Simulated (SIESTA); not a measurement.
The system is Ir.

```
CELL_PARAMETERS angstrom
0.00000 1.91560 1.91560
1.91560 0.00000 1.91560
1.91560 1.91560 0.00000
ATOMIC_POSITIONS crystal
Ir 0.00000 0.00000 0.00000
```

- Program: SIESTA 5.4.2
- Task: single point
- Functional: PBEsol
- Potentials or basis: PseudoDojo 0.4 standard (PBE files)
- Basis: DZP (energy shift 0.003 Ry; two zetas on semicore shells)
- Grid cutoff: 800 Ry
- Energy shift: 0.003 Ry
- k mesh: 12 × 12 × 12
- Occupations: fermi-dirac, width 0.05 eV
- Spin: no spin polarisation

On this cell: pressure 3.2 GPa; band gap on the k mesh none (metal or under the smearing width).

The same run follows on a disturbed copy (cell strained at random at fixed volume):

```
CELL_PARAMETERS angstrom
-0.00903 1.95837 1.93892
1.89839 0.02290 1.90699
1.89968 1.92773 0.02161
ATOMIC_POSITIONS crystal
Ir 0.99766 0.99684 0.98575
```

Question: What does the disturbed cell give?

Answer: The energy (extrapolated to zero smearing) moves by +13.3 meV/atom; pressure 3.6 GPa; band gap on the k mesh none (metal or under the smearing width).

Stress tensor (GPa, compression positive):
```
 5.58  1.30  1.83
 1.30  0.70 -8.86
 1.83 -8.86  4.46
```

Caveats: the potentials were made for another functional, which shifts forces and pressure; short orbitals over semicore shells can move pressures by several GPa; the valence orbitals were made in a potential fitted to the semicore shell under them, which widens gaps by tenths of an eV or more; the basis of atomic orbitals isn't converged, which shifts pressures, moduli and gaps.
